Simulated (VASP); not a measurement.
# K: restarted molecular dynamics, 2 variants

K, Pnma (no. 62), 16 atoms in the cell. PBE, molecular dynamics; PAW potentials K_pv (PBE set).

| Restart from | Temperature at the end (K) | The same without a restart (K) | Potential energy at the end (eV/atom) | The same without a restart (eV/atom) | Electronic steps in the first step after the restart | Time (s) |
|---|---|---|---|---|---|---|
| CONTCAR with velocities, WAVECAR read | 443.0 | 443.0 | -0.82783 | -0.82782 | 4 | 500 |
| CONTCAR with velocities, no WAVECAR | 443.0 | 443.0 | -0.82783 | -0.82782 | 14 | 465 |

Limits: 120 fs of 16 atoms are too short for converged averages.

## Input of the first row

INCAR.step1:
```
SYSTEM = K
GGA      = PE             ! functional
PREC     = Normal         ! precision mode
ENCUT    = 200            ! plane-wave cutoff, eV
EDIFF    = 1E-6           ! SCF threshold, eV
NELMIN   = 4            
NELM     = 60             ! most SCF steps
ALGO     = Fast           ! electronic algorithm
LREAL    = Auto         
LASPH    = .True.         ! aspherical terms in the spheres
ISMEAR   = -1             ! smearing method
SIGMA    = 0.05           ! smearing width, eV
ISYM     = 0            
LWAVE    = .True.         ! write WAVECAR
LCHARG   = .False.        ! write CHGCAR
IBRION   = 0              ! ionic algorithm
NSW      = 30             ! ionic steps
POTIM    = 2.0            ! step
TEBEG    = 1000         
ISIF     = 2              ! what is computed and relaxed
RANDOM_SEED= 870249 0 0   
MDALGO   = 2            
SMASS    = -3           
NCORE    = 2             
```

INCAR.step2, as INCAR.step1 but for:
```
- LWAVE = .True.
+ LWAVE = .False.
```

KPOINTS:
```
k-points
0
Gamma
  1 1 1
```

POSCAR.step1:
```
K
1.0
   10.8172410000      0.0000000000      0.0000000000
    0.0000000000     10.8638560000      0.0000000000
    0.0000000000      0.0000000000     10.9219510000
K
16
Direct
    0.3463320000      0.3750000000      0.0676460000
    0.3463320000      0.8750000000      0.0676460000
    0.8463320000      0.3750000000      0.4323540000
    0.8463320000      0.8750000000      0.4323540000
    0.6536680000      0.1250000000      0.9323540000
    0.6536680000      0.6250000000      0.9323540000
    0.1536680000      0.1250000000      0.5676460000
    0.1536680000      0.6250000000      0.5676460000
    0.4701420000      0.3750000000      0.6612780000
    0.4701420000      0.8750000000      0.6612780000
    0.9701420000      0.3750000000      0.8387220000
    0.9701420000      0.8750000000      0.8387220000
    0.5298580000      0.1250000000      0.3387220000
    0.5298580000      0.6250000000      0.3387220000
    0.0298580000      0.1250000000      0.1612780000
    0.0298580000      0.6250000000      0.1612780000
```

Commands (each step's output is kept before the next begins):
```
cat potpaw_PBE.64/K_pv/POTCAR > POTCAR
cp INCAR.step1 INCAR
cp POSCAR.step1 POSCAR
mpirun -np 2 vasp_gam > vasp.out
cp CONTCAR POSCAR
cp INCAR.step2 INCAR
mpirun -np 2 vasp_gam > vasp.out
```

Changes of the last row against the first:
```
(step 1)
- LWAVE = True
+ LWAVE = False
```

VASP 6.6.1 took 500 s on 2 cores (Intel Xeon Platinum 8259CL @ 2.50GHz (Skylake/Cascade Lake)), a shared host.
